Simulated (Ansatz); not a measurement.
# TaN: the cost of one run

Program: Ansatz 0.2.0. Level of theory: DFT PBEsol without U, plane waves, PAW, no spin–orbit coupling unless a run says so. These are calculated values, not measurements.

### 1 Starting point

The structure is hexagonal, space group P6_3mc (No. 186). Conventional cell: a = 3.050 Å, b = 3.050 Å, c = 4.940 Å, α = 90.00°, β = 90.00°, γ = 120.00°. Around Ta (site symmetry 3m) lie 4 N at 1.85 to 1.90 Å. N (site symmetry 3m) is surrounded by 4 Ta at 1.85 to 1.90 Å.

As a file:

```xyz
8
Lattice="3.0500 0.0000 0.0000 -1.5250 2.6414 0.0000 0.0000 0.0000 9.8800" Properties=species:S:1:pos:R:3 pbc="T T T"
Ta    0.0000    1.7609    0.0000
Ta    1.5250    0.8805    2.4700
N     0.0000    1.7609    1.9019
N     1.5250    0.8805    4.3719
Ta    0.0000    1.7609    4.9400
Ta    1.5250    0.8805    7.4100
N     0.0000    1.7609    6.8419
N     1.5250    0.8805    9.3119
```

Magnetic order typed: antiferromagnetic, doubled cell 0 0 1/2.

### 2 From atoms, symmetry kept, no search

Input file input.yaml:

```yaml
crystal:
  lattice:
    - [3.05000204, 0.0, 0.0]
    - [-1.52500102, 2.64137925, 0.0]
    - [0.0, 0.0, 9.88000306]
  atoms:
    - { symbol: Ta, position: [0.3333333333, 0.6666666667, 0.0], spin: 2.0 }
    - { symbol: Ta, position: [0.6666666667, 0.3333333333, 0.25], spin: 2.0 }
    - { symbol: "N", position: [0.3333333333, 0.6666666667, 0.1925] }
    - { symbol: "N", position: [0.6666666667, 0.3333333333, 0.4425] }
    - { symbol: Ta, position: [0.3333333333, 0.6666666667, 0.5], spin: -2.0 }
    - { symbol: Ta, position: [0.6666666667, 0.3333333333, 0.75], spin: -2.0 }
    - { symbol: "N", position: [0.3333333333, 0.6666666667, 0.6925] }
    - { symbol: "N", position: [0.6666666667, 0.3333333333, 0.9425] }
basis:
  ecutwfc: 420
  ecutrho_ratio: 4
kpoints:
  mp_grid: { grid: [7, 7, 2] }
hamiltonian:
  xc: pbesol
scf:
  occupations: { method: gaussian, width: 0.05 }
  lower_state_search: "off"
  max_iter: 150
output:
  forces: true
  stress: true
  eigenvalues: true
  populations: true
  hubbard:
    sites:
      - { site: 0, l: d }
      - { site: 1, l: d }
      - { site: 4, l: d }
      - { site: 5, l: d }
magnetization:
  spin_polarized: true
```

Launch:

```bash
> ansatz run input.yaml --threads 4 --pin off --max-ram 6144MiB --backend cpu --events-out ev --progress --plain --runs-dir out
```

Q: Estimate wall time and peak memory on 4 threads of Intel Xeon Platinum 8259CL at 2.50GHz (Skylake/Cascade Lake), shared host.

About 3.5 s, with a peak of 0.49 GiB.
